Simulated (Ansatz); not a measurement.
Crystal: BN.

```
CELL_PARAMETERS angstrom
0.00000 1.81300 1.81300
1.81300 0.00000 1.81300
1.81300 1.81300 0.00000
ATOMIC_POSITIONS crystal
N 0.25000 0.25000 0.25000
B 0.00000 0.00000 0.00000
```

The cell is a database's computed one.

```yaml
Program: Ansatz 0.2.0
Task: relaxation of cell and atoms
Functional: PBEsol
Dispersion: D4
Potentials_or_basis: all-electron LAPW, scalar-relativistic
Basis_error_allowed: 0.001 eV/atom
k_mesh: 13 × 13 × 13
Occupations: fermi-dirac, width 0.05 eV
Spin: no spin polarisation
```

At the start: volume 5.96 Å³/atom.

Q: How do energy, volume and symmetry change on relaxing?

A: Over 5 steps the energy falls by 4.5 meV/atom and the volume is 5.81 Å³/atom (-2.5 %); space group F-43m (No. 216, to 0.05 Å).

The path:
| step | energy change (eV) | largest force (eV/Å) | volume (Å³) |
| --- | --- | --- | --- |
| 1 | 0.0000 | 0.0000 | 11.92 |
| 2 | -0.0073 | 0.0000 | 11.75 |
| 3 | -0.0089 | 0.0000 | 11.62 |
| 4 | -0.0089 | 0.0000 | 11.62 |
| 5 | -0.0089 | 0.0000 | 11.62 |

Final structure:
```
CELL_PARAMETERS angstrom
0.00000 1.79784 1.79784
1.79784 0.00000 1.79784
1.79784 1.79784 0.00000
ATOMIC_POSITIONS crystal
N 0.25000 0.25000 0.25000
B 0.00000 0.00000 0.00000
```
